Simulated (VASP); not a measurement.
Write the native input for VASP 6.6.1 that does the following.

```
Task                   : relaxation of cell and atoms
Functional             : PBEsol
Dispersion             : D4
Potentials or basis    : VASP PAW PBE potentials, release 64 (Pb_d, Cs_sv, Br)
Cutoff                 : 600 eV
k mesh                 : 4 × 4 × 4
Occupations            : fermi-dirac, width 0.05 eV
Spin                   : no spin polarisation
Further INCAR settings : ALGO = Fast; EDIFF = 1e-06; IBRION = 2; EDIFFG = -0.005; NSW = 40; ISIF = 3
```

The structure of CsPbBr3 lies in POSCAR:

```
CsPbBr3
1.0
    5.8700000000      0.0000000000      0.0000000000
    0.0000000000      5.8700000000      0.0000000000
    0.0000000000      0.0000000000      5.8700000000
Pb Cs Br
1 1 3
Direct
    0.5000000000      0.5000000000      0.5000000000
    0.0000000000      0.0000000000      0.0000000000
    0.5000000000      0.5000000000      0.0000000000
    0.5000000000      0.0000000000      0.5000000000
    0.0000000000      0.5000000000      0.5000000000
```

Measurements of this composition are mostly on another form, of space group No. 62.

These files were run (other wordings do the same):

INCAR

```
PREC = Accurate
ENCUT = 600
EDIFF = 1E-6
ISMEAR = -1
SIGMA = 0.05
LREAL = False
LASPH = True
NELM = 60
ALGO = Fast
ISIF = 3
LWAVE = False
LCHARG = False
GGA = PS
IVDW = 13
IBRION = 2
NSW = 40
EDIFFG = -0.005
```

KPOINTS

```
Automatic mesh
0
Gamma
  4 4 4
```

Potentials or basis: VASP PAW PBE potentials, release 64 (Pb_d, Cs_sv, Br).

Command:

```sh
$ cat potpaw_PBE.64/Pb_d/POTCAR potpaw_PBE.64/Cs_sv/POTCAR potpaw_PBE.64/Br/POTCAR > POTCAR
$ mpirun -np 1 vasp_std > vasp.out
```

It gave:

```json
{
  "Relaxed volume": "39.87 Å³/atom",
  "Relaxed cell": "a = 5.842 Å, b = 5.842 Å, c = 5.842 Å, α = 90.00°, β = 90.00°, γ = 90.00°",
  "Space group after relaxing (to 0.05 Å)": "Pm-3m (No. 221)",
  "Energy gained by relaxing": "0.6 meV/atom",
  "Ionic steps": "3",
  "Pressure after relaxing": "0.0 GPa",
  "Band gap on the k mesh": "1.36 eV, direct",
  "Dispersion energy per atom": "-0.119 eV"
}
```

Caveat: the PAW data sets were made with another functional, which shifts forces and pressure a little; spin-orbit coupling is left out, which as a rule narrows the gap of such compounds by several tenths of an eV.

Wall time 3 min on 1 thread of AMD EPYC 7R43 64-Core Processor (Zen 3), on a shared host, peak memory 0.34 GiB.
